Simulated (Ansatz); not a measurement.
## Ionic part of the dielectric constant of BN, mode by mode

Method: Ansatz 0.2.0, DFT PBE, scalar-relativistic, plane waves, PAW. Cutoff 420 eV, 12×12×12 k-points (Γ-centred), fixed occupations. No spin polarisation. Phonons by linear response, acoustic sum rule imposed.

Space group R3m (No. 160), trigonal, a = 2.512 Å, c = 12.781 Å. B has 3 N at 1.45 Å; N has 3 B at 1.45 Å.

It was relaxed at this level from a Materials Project cell. No dispersion correction is applied, so modes and constants that involve weak contacts between layers, chains or molecules come out too soft.

The primitive cell has V = 23.28 Å³ and ε∞,xx = 3.960. Each polar mode adds Δε = (4.92064×10⁷/V)·S/ν² along x, with S its oscillator strength in e²/amu, ν in cm⁻¹ and V in Å³.

Problem. From these modes, find each Δε and ε0,xx.
```tsv
ν (cm⁻¹)	S_xx (e²/amu)
1342.28	1.208
```

Solution.
| ν (cm⁻¹) | Δε |
| --- | --- |
| 1342.28 | 1.42 |

The sum is 1.42, so ε0,xx = 5.38; the run's tensor has 5.38.

Problem. Where do the longitudinal modes lie for a wave vector along x?

Solution. At 1564.19 cm⁻¹. The Lyddane–Sachs–Teller product Π(ν_LO/ν_TO)² = 1.36 agrees with ε0/ε∞ = 1.36.
